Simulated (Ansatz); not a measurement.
Ru: opening a crack plane

Ru, P6_3/mmc, a = 2.720 Å, c = 4.297 Å. Ansatz: PBE, PAW, 420 eV, Γ-centred 25×25×5 mesh on 6 atoms, Gaussian smearing 0.15 eV; no spin polarisation. One cut on (001) per cell of 6 atoms is opened rigidly by x, between planes of Ru and Ru that stand 2.15 Å apart; y is the energy per area (6.407 Å², 1 eV/Å² = 16.02 J/m²).

```
x (Å) y (J/m²)
 0.00     0.000
 0.50     1.346
 1.00     3.073
 2.00         ?
 3.00     5.321
 6.00     5.400
```

Q: Fit the universal binding curve y = W[1 − (1 + x/l) e^(−x/l)] to the other rows, give the peak stress, and predict the missing value.

A: Least squares gives W = 5.42 J/m² and l = 0.524 Å. The stress dy/dx peaks at x = l with W/(e l) = 38.1 GPa, for rigid faces. At x = 2.00: x/l = 3.817, y = 4.846 J/m². The run gave 4.897 J/m², so the fit is 0.051 J/m² too low, a small miss on the scale of the series.

Cost: 7 runs of about 5.2 core-minutes in all, on Intel Xeon Platinum 8488C (Sapphire Rapids) (shared hosts).